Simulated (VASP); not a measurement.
# AlN: relaxation of cell and atoms with PBE

The system is AlN.

```
Al N
1.0
     3.11300    0.00000    0.00000
    -1.55650    2.69594    0.00000
     0.00000    0.00000    4.98100
Al N
2 2
Direct
  0.33333 0.66667 0.00000
  0.66667 0.33333 0.50000
  0.33333 0.66667 0.38000
  0.66667 0.33333 0.88000
```

| Item | Value |
| --- | --- |
| Program | VASP 6.6.1 |
| Task | relaxation of cell and atoms |
| Functional | PBE |
| Potentials or basis | VASP PAW PBE potentials, release 64 (Al, N) |
| Cutoff | 520 eV |
| k mesh | 9 × 9 × 4 |
| Occupations | gaussian, width 0.02 eV |
| Spin | no spin polarisation |
| Further INCAR settings | ALGO = Fast; EDIFF = 1e-07; IBRION = 2; EDIFFG = -0.002; NSW = 80; ISIF = 3 |

- Relaxed volume: 10.63 Å³/atom
- Relaxed cell: a = 3.129 Å, b = 3.129 Å, c = 5.016 Å, α = 90.00°, β = 90.00°, γ = 120.00°
- Space group after relaxing (to 0.05 Å): P6_3mc (No. 186)
- Energy gained by relaxing: 2.2 meV/atom
- Ionic steps: 8
- Pressure after relaxing: 0.0 GPa
- Band gap on the k mesh: 4.06 eV, direct

Step by step:
| step | energy change (eV) | largest force (eV/Å) | pressure (GPa) | volume (Å³) |
| --- | --- | --- | --- | --- |
| 1 | 0.0000 | 0.1288 | 3.46 | 41.80 |
| 2 | -0.0018 | 0.0913 | -2.90 | 43.18 |
| 3 | -0.0088 | 0.0039 | 0.00 | 42.52 |
| 4 | -0.0088 | 0.0061 | 0.07 | 42.51 |
| 5 | -0.0088 | 0.0065 | 0.05 | 42.51 |
| 6 | -0.0088 | 0.0069 | 0.04 | 42.51 |
| 7 | -0.0088 | 0.0017 | -0.03 | 42.53 |
| 8 | -0.0088 | 0.0007 | 0.00 | 42.52 |

Final structure:
```yaml
crystal:
  lattice:
    - [3.12859, 0.00000, 0.00000]
    - [-1.56429, 2.70944, 0.00000]
    - [0.00000, 0.00000, 5.01636]
  atoms:
    - { symbol: Al, position: [0.33333, 0.66667, 0.99926] }
    - { symbol: Al, position: [0.66667, 0.33333, 0.49926] }
    - { symbol: N, position: [0.33333, 0.66667, 0.38074] }
    - { symbol: N, position: [0.66667, 0.33333, 0.88074] }
```

Levels at points of the mesh, in eV from the valence-band top:
```csv
k point,band 4,band 5,band 6,band 7,band 8,band 9,band 10,band 11,band 12
"(0.00, 0.00, 0.00)",-0.84,-0.84,-0.20,-0.20,0.00,4.06,6.52,10.47,11.04
"(0.00, 0.00, 0.50)",-3.30,-0.53,-0.53,-0.53,-0.53,6.32,6.32,10.18,10.18
```

It took 20 s on 4 MPI ranks on Intel(R) Xeon(R) Platinum 8259CL CPU @ 2.50GHz (Skylake/Cascade Lake) (shared host), peak memory 0.16 GiB a rank.

As with any semilocal functional, this PBE gap is likely too small. Zero-point motion and thermal expansion aren't in these numbers.
